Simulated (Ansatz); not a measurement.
The system is Pb.

```xyz
1
Lattice="-1.9797 1.9797 1.9797 1.9797 -1.9797 1.9797 1.9797 1.9797 -1.9797" Properties=species:S:1:pos:R:3 pbc="T T T"
Pb    0.0000    0.0000    0.0000
```

This isn't the form of Pb at room conditions, which is fcc.

```yaml
Program: Ansatz 0.2.0
Task: single point
Functional: PBE
Potentials_or_basis: all-electron LAPW, scalar-relativistic
Cutoff: 163 eV (chosen from the basis error)
Basis_error_allowed: 0.001 eV/atom
k_mesh: 9 × 9 × 9
Occupations: fermi-dirac, width 0.05 eV
Spin: no spin polarisation
```

On this cell: pressure 0.8 GPa; band gap on the k mesh none (metal or under the smearing width).

The same run follows on a disturbed copy (cell strained at random at fixed volume):

```
CELL_PARAMETERS angstrom
-2.06690 2.05040 2.08125
1.99925 -1.93748 1.90067
1.99103 1.86160 -1.96833
ATOMIC_POSITIONS crystal
Pb 0.00466 0.99633 0.00314
```

**Question.** What changes?

**Answer.** The energy (extrapolated to zero smearing) moves by +5.2 meV/atom; pressure 1.5 GPa; band gap on the k mesh none (metal or under the smearing width).

Stress tensor (GPa, compression positive):
```
 1.51  0.31  0.35
 0.31  1.32 -0.45
 0.35 -0.45  1.58
```
